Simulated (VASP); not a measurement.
# AlN (P6_3mc) in VASP: a series of runs, part 2 of 2

VASP 6.6.1.

### 3 Relaxation of cell and atoms, r2SCAN

This run uses another cell than the first one, of 10.45 Å³/atom, 0.984 times its volume.

File INCAR:

```
ALGO     = Normal         # electronic algorithm
EDIFF    = 1E-6           # SCF threshold, eV
EDIFFG   = -0.01          # ionic threshold
ENCUT    = 600            # plane-wave cutoff, eV
IBRION   = 2              # ionic algorithm
ISIF     = 3              # what is computed and relaxed
ISMEAR   = 0              # smearing method
LASPH    = T              # aspherical terms in the spheres
LCHARG   = F              # write CHGCAR
LMIXTAU  = T            
LREAL    = F              # projectors in reciprocal space
LWAVE    = F              # write WAVECAR
METAGGA  = R2SCAN         # meta-GGA
NELM     = 80             # most SCF steps
NSW      = 90             # ionic steps
PREC     = Accurate       # precision mode
SIGMA    = 0.03           # smearing width, eV
```

File KPOINTS:

```
k-points
0
Gamma
  12 12 6
```

File POSCAR:

```
AlN
1.0
    3.1130000000      0.0000000000      0.0000000000
   -1.5565000000      2.6959370800      0.0000000000
    0.0000000000      0.0000000000      4.9810000000
Al N
2 2
Direct
    0.3333333300      0.6666666700      0.0000000000
    0.6666666700      0.3333333300      0.5000000000
    0.3333333300      0.6666666700      0.3800000000
    0.6666666700      0.3333333300      0.8800000000
```

Potentials or basis: VASP PAW PBE potentials, release 64 (Al, N).

Run with:

```
$ cat potpaw_PBE.64/Al/POTCAR potpaw_PBE.64/N/POTCAR > POTCAR
$ mpirun -np 1 vasp_std > vasp.out
```

OUTCAR:

```text
EDIFF = 1E-6
   EDIFFG = -0.01
   ENCUT = 600
   IBRION = 2
   ISIF = 3
   ISMEAR = 0
   LASPH = T
   LREAL = F
   METAGGA = R2SCAN
   NELM = 80
   NSW = 90
   PREC = Accurate

 ion  position               nearest neighbor table
   1  0.333  0.667  0.000-   3 1.89   4 1.89   4 1.89   4 1.89   2 3.07   2 3.07   2 3.07   2 3.07
                             2 3.07   2 3.07
   2  0.667  0.333  0.500-   4 1.89   3 1.89   3 1.89   3 1.89   1 3.07   1 3.07   1 3.07   1 3.07
                             1 3.07   1 3.07
   3  0.333  0.667  0.380-   1 1.89   2 1.89   2 1.89   2 1.89
   4  0.667  0.333  0.880-   2 1.89   1 1.89   1 1.89   1 1.89

  LATTYP: Found a hexagonal cell.
 ALAT       =     3.1130000000
 C/A-ratio  =     1.6000642467

  Lattice vectors:

 A1 = (   3.1130000000,   0.0000000000,   0.0000000000)
 A2 = (  -1.5565000000,   2.6959370800,   0.0000000000)
 A3 = (   0.0000000000,   0.0000000000,   4.9810000000)

Analysis of symmetry for initial positions (statically):
[... 392 lines left out ...]
      1     -10.0573      2.00000
      2      -7.9329      2.00000
      3      -0.1455      2.00000
      4       5.0516      2.00000
      5       5.0516      2.00000
      6       5.7108      2.00000
      7       5.7108      2.00000
      8       5.9294      2.00000
      9      10.8681      0.00000
     10      13.4937      0.00000
     11      17.5572      0.00000
     12      17.9963      0.00000
[... 331 lines left out ...]
 k-point    24 :       0.3333    0.0000    0.1667
  band No.  band energies     occupation
      1      -8.7318      2.00000
      2      -7.5240      2.00000
      3       0.9634      2.00000
      4       1.9421      2.00000
      5       2.5521      2.00000
      6       4.1233      2.00000
      7       5.1280      2.00000
      8       5.2615      2.00000
      9      12.5130      0.00000
     10      13.3446      0.00000
     11      15.3084      0.00000
     12      17.0834      0.00000

 [... further k-points ...]
[... 5 lines left out ...]
  --------------------------------------------------------------------------------------
  -------------------------------------------------------------------------------------
  Total        0.0240322      0.0240322     -0.0186765      0.0000000      0.0000000      0.0000000
  in kB        0.9268004      0.9268004     -0.7202561      0.0000000      0.0000000      0.0000000
  external PRESSURE =       0.3777816 kB  Pullay stress =       0.0000000 kB
[... 19 lines left out ...]
  FREE ENERGIE OF THE ION-ELECTRON SYSTEM (eV)
  ---------------------------------------------------
  free  energy   TOTEN  =       -38.4559219805 eV

  energy  without entropy=      -38.4559219805  energy(sigma->0) =      -38.45592198

 reached required accuracy - stopping structural energy minimisation
```

Wall time 5.5 min (1 thread of Intel Xeon 6975P-C (Granite Rapids), shared host); peak memory 0.2 GiB.

What came out:

| Item | Value |
| --- | --- |
| Free energy | -38.4559 eV |
| Relaxed volume | 10.39 Å³/atom |
| Relaxed cell | a = 3.104 Å, b = 3.104 Å, c = 4.978 Å, α = 90.00°, β = 90.00°, γ = 120.00° |
| Space group after relaxing (to 0.05 Å) | P6_3mc (No. 186) |
| Energy gained by relaxing | 0.5 meV/atom |
| Ionic steps | 6 |
| Pressure after relaxing | 0.0 GPa |
| Largest force after relaxing | 0.004 eV/Å |
| Band gap on the k mesh | 4.94 eV, direct |

Forces on the atoms (eV/Å):
```
Al   0.000  0.000 -0.004
Al   0.000  0.000 -0.004
N    0.000  0.000  0.004
N    0.000  0.000  0.004
```

Stress tensor (GPa, compression positive):
```
 0.09  0.00  0.00
 0.00  0.09  0.00
 0.00  0.00 -0.07
```

Step by step:
| step | energy change (eV) | largest force (eV/Å) | pressure (GPa) | volume (Å³) |
| --- | --- | --- | --- | --- |
| 1 | 0.0000 | 0.1251 | -1.25 | 41.80 |
| 2 | 0.0001 | 0.0987 | 1.29 | 41.31 |
| 3 | -0.0021 | 0.0151 | -0.03 | 41.56 |
| 4 | -0.0021 | 0.0120 | -0.01 | 41.55 |
| 5 | -0.0021 | 0.0101 | 0.02 | 41.55 |
| 6 | -0.0022 | 0.0039 | 0.04 | 41.54 |

Final structure:
```
Al N
1.0
     3.10440    0.00000    0.00000
    -1.55220    2.68849    0.00000
     0.00000    0.00000    4.97773
Al N
2 2
Cartesian
  0.0000 1.7923 4.9740
  1.5522 0.8962 2.4852
  0.0000 1.7923 1.8952
  1.5522 0.8962 4.3841
```

Caveat: the PAW data sets were made with another functional, which shifts forces and pressure a little.

### 4 Relaxation of cell and atoms, r2SCAN

This run uses another cell than the first one, of 10.39 Å³/atom, 0.978 times its volume.

INCAR, as its differences from that of step 3:

```diff
@@ -1,4 +1,4 @@
 ALGO     = Normal         # electronic algorithm
-EDIFF    = 1E-6           # SCF threshold, eV
-EDIFFG   = -0.01          # ionic threshold
+EDIFF    = 1E-7           # SCF threshold, eV
+EDIFFG   = -0.005         # ionic threshold
 ENCUT    = 600            # plane-wave cutoff, eV
```

KPOINTS is that of step 3.

File POSCAR:

```
AlN                                     
1.0
    3.1044035699      0.0000000000     -0.0000000000
   -1.5522017849      2.6884923532      0.0000000000
   -0.0000000000     -0.0000000000      4.9777328447
  Al              N             
     2     2
Direct
     0.3333333300000021    0.6666666699999979    0.9992570492892013
     0.6666666699999979    0.3333333300000021    0.4992570492892014
     0.3333333300000021    0.6666666699999979    0.3807429507108012
     0.6666666699999979    0.3333333300000021    0.8807429507108012
```

Potentials or basis: VASP PAW PBE potentials, release 64 (Al, N).

Run with:

```
$ cat potpaw_PBE.64/Al/POTCAR potpaw_PBE.64/N/POTCAR > POTCAR
$ mpirun -np 1 vasp_std > vasp.out
```

OUTCAR:

```text
EDIFF = 1E-7
   EDIFFG = -0.005
   ENCUT = 600
   IBRION = 2
   ISIF = 3
   ISMEAR = 0
   LASPH = T
   LREAL = F
   METAGGA = R2SCAN
   NELM = 80
   NSW = 90
   PREC = Accurate

 ion  position               nearest neighbor table
   1  0.333  0.667  0.999-   4 1.89   4 1.89   4 1.89   3 1.90   2 3.07   2 3.07   2 3.07   2 3.07
                             2 3.07   2 3.07
   2  0.667  0.333  0.499-   3 1.89   3 1.89   3 1.89   4 1.90   1 3.07   1 3.07   1 3.07   1 3.07
                             1 3.07   1 3.07
   3  0.333  0.667  0.381-   2 1.89   2 1.89   2 1.89   1 1.90
   4  0.667  0.333  0.881-   1 1.89   1 1.89   1 1.89   2 1.90

  LATTYP: Found a hexagonal cell.
 ALAT       =     3.1044035699
 C/A-ratio  =     1.6034425720

  Lattice vectors:

 A1 = (   3.1044035699,   0.0000000000,   0.0000000000)
 A2 = (  -1.5522017849,   2.6884923532,   0.0000000000)
 A3 = (   0.0000000000,   0.0000000000,   4.9777328447)

Analysis of symmetry for initial positions (statically):
=====================================================================
 Subroutine PRICEL returns:
 Original cell was already a primitive cell.

 Routine SETGRP: Setting up the symmetry group for a
 hexagonal supercell.
[... 237 lines left out ...]
      4       5.0457      2.00000
      5       5.0457      2.00000
      6       5.7063      2.00000
      7       5.7063      2.00000
      8       5.9290      2.00000
      9      10.8619      0.00000
     10      13.4822      0.00000
     11      17.5542      0.00000
     12      17.9850      0.00000
[... 331 lines left out ...]
 k-point    24 :       0.3333    0.0000    0.1667
  band No.  band energies     occupation
      1      -8.7342      2.00000
      2      -7.5259      2.00000
      3       0.9607      2.00000
      4       1.9402      2.00000
      5       2.5504      2.00000
      6       4.1179      2.00000
      7       5.1264      2.00000
      8       5.2578      2.00000
      9      12.5090      0.00000
     10      13.3394      0.00000
     11      15.3029      0.00000
     12      17.0766      0.00000

 [... further k-points ...]
[... 5 lines left out ...]
  --------------------------------------------------------------------------------------
  -------------------------------------------------------------------------------------
  Total       -0.0116937     -0.0116937     -0.0097506     -0.0000000      0.0000000      0.0000000
  in kB       -0.4508051     -0.4508051     -0.3758957     -0.0000000      0.0000000      0.0000000
  external PRESSURE =      -0.4258353 kB  Pullay stress =       0.0000000 kB

 VOLUME and BASIS-vectors are now :
 -----------------------------------------------------------------------------
  energy-cutoff  :      600.00
  volume of cell :       41.56
      direct lattice vectors                 reciprocal lattice vectors
     3.105309005  0.000000000  0.000000000     0.322029144  0.185923613  0.000000000
    -1.552654503  2.689276483  0.000000000    -0.000000000  0.371847226  0.000000000
     0.000000000  0.000000000  4.976609539     0.000000000 -0.000000000  0.200940016

 POSITION                                       TOTAL-FORCE (eV/Angst)
 -----------------------------------------------------------------------------------
     -0.00000      1.79285      4.97272        -0.000000      0.000000     -0.004899
      1.55265      0.89643      2.48442         0.000000     -0.000000     -0.004899
     -0.00000      1.79285      1.89500         0.000000     -0.000000      0.004899
      1.55265      0.89643      4.38330        -0.000000     -0.000000      0.004899
 -----------------------------------------------------------------------------------
    total drift:                               -0.000009      0.000005     -0.025037

  FREE ENERGIE OF THE ION-ELECTRON SYSTEM (eV)
  ---------------------------------------------------
  free  energy   TOTEN  =       -38.4558222719 eV

  energy  without entropy=      -38.4558222719  energy(sigma->0) =      -38.45582227

 reached required accuracy - stopping structural energy minimisation
```

OSZICAR:

```text
N       E                     dE             d eps       ncg     rms          rms(c)
DAV:   1     0.518283337440E+02    0.51828E+02   -0.86233E+03  1824   0.139E+03
DAV:   2    -0.424063945183E+02   -0.94235E+02   -0.86468E+02  2660   0.264E+02
DAV:   3    -0.470787609099E+02   -0.46724E+01   -0.46504E+01  2400   0.635E+01
[... 31 lines left out ...]
DAV:   8    -0.384558214090E+02    0.20638E-05   -0.48231E-09   916   0.862E-04    0.822E-05
DAV:   9    -0.384558227908E+02   -0.13818E-05   -0.21502E-09   924   0.596E-04    0.295E-05
DAV:  10    -0.384558221453E+02    0.64557E-06   -0.41083E-10   924   0.263E-04    0.303E-05
DAV:  11    -0.384558222517E+02   -0.10641E-06   -0.35736E-11   924   0.761E-05    0.199E-05
DAV:  12    -0.384558222719E+02   -0.20226E-07   -0.11199E-11   924   0.354E-05
   2 F= -.38455822E+02 E0= -.38455822E+02  d E =-.141330E-04
```

CONTCAR:

```text
AlN
   1.00000000000000
     3.1053090051223471    0.0000000000000168    0.0000000000000000
    -1.5526545025111445    2.6892764831023346    0.0000000000000000
     0.0000000000000000    0.0000000000000000    4.9766095392744800
  Al              N
     2     2
Direct
     0.3333333300000021    0.6666666699999979    0.9992188698154273
     0.6666666699999979    0.3333333300000021    0.4992188698154272
     0.3333333300000021    0.6666666699999979    0.3807811301845753
     0.6666666699999979    0.3333333300000021    0.8807811301845753

  0.00000000E+00  0.00000000E+00  0.00000000E+00
  0.00000000E+00  0.00000000E+00  0.00000000E+00
  0.00000000E+00  0.00000000E+00  0.00000000E+00
  0.00000000E+00  0.00000000E+00  0.00000000E+00
```

It took 3 min on 1 thread of Intel Xeon 6975P-C (Granite Rapids), shared host; peak memory 0.2 GiB.

Results:

```
Free energy                            : -38.4558 eV
Relaxed volume                         : 10.39 Å³/atom
Relaxed cell                           : a = 3.105 Å, b = 3.105 Å, c = 4.977 Å, α = 90.00°, β = 90.00°, γ = 120.00°
Space group after relaxing (to 0.05 Å) : P6_3mc (No. 186)
Energy gained by relaxing              : 0.0 meV/atom
Ionic steps                            : 2
Pressure after relaxing                : 0.0 GPa
Largest force after relaxing           : 0.005 eV/Å
Band gap on the k mesh                 : 4.93 eV, direct
```

Forces on the atoms (eV/Å):
```
Al   0.000  0.000 -0.005
Al   0.000  0.000 -0.005
N    0.000  0.000  0.005
N    0.000  0.000  0.005
```

Final structure:
```
CELL_PARAMETERS angstrom
3.10531 0.00000 0.00000
-1.55265 2.68928 0.00000
0.00000 0.00000 4.97661
ATOMIC_POSITIONS crystal
Al 0.33333 0.66667 0.99922
Al 0.66667 0.33333 0.49922
N 0.33333 0.66667 0.38078
N 0.66667 0.33333 0.88078
```

Caveat: the PAW data sets were made with another functional, which shifts forces and pressure a little. r2SCAN opens gaps a little over a GGA but as a rule still falls short of measured ones.
